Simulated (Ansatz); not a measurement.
## Hf2S in Ansatz: the effect of Hubbard term

Crystal: Hf2S.

```
Hf S
1.0
     3.37427    0.00000    0.00000
    -1.68714    2.92221    0.00000
     0.00000    0.00000   11.71741
Hf S
4 2
Cartesian
  0.0000 1.9481 1.1739
  1.6871 0.9741 7.0327
  0.0000 1.9481 4.6848
  1.6871 0.9741 10.5435
  0.0000 0.0000 2.9294
  0.0000 0.0000 8.7881
```

The cell comes from a database or a generator and needn't be the stable form of this composition.

Alike in all runs:

```yaml
Program: Ansatz 0.2.0
Task: projected density of states
Functional: PBEsol
Potentials_or_basis: Ansatz PAW
Cutoff: 420 eV
Density_cutoff: 1680 eV
k_mesh: 9 × 9 × 3
Occupations: fermi-dirac, width 0.05 eV
Spin: no spin polarisation
Hubbard_projectors: ortho-atomic (the default)
Double_counting: fll (the default)
```

Q: One run gave: pressure -1.7 GPa; largest force 0.16 eV/Å. Which Hubbard term did it use?
A. Hf d U = 5 eV
B. Hf d U = 4 eV
C. Hf d U = 8 eV
D. Hf d U = 1 eV
E. Hf d U = 6 eV

A: D.

```csv
Hubbard term,pressure (GPa),largest force (eV/Å)
Hf d U = 1 eV,-1.7,0.16
Hf d U = 2 eV,-0.5,0.16
Hf d U = 3 eV,0.7,0.16
Hf d U = 4 eV,2.0,0.14
Hf d U = 5 eV,3.4,0.11
Hf d U = 6 eV,4.8,0.09
Hf d U = 8 eV,8.3,0.27
```

Caveats: U without spin polarisation on a metal has little footing; the PAW data sets come from PBE, with cores solved anew for the run's functional, which leaves a small shift of forces and pressure; the density of states is complete only up to the lowest level of the last band computed.

Not every run made on this cell is shown here.
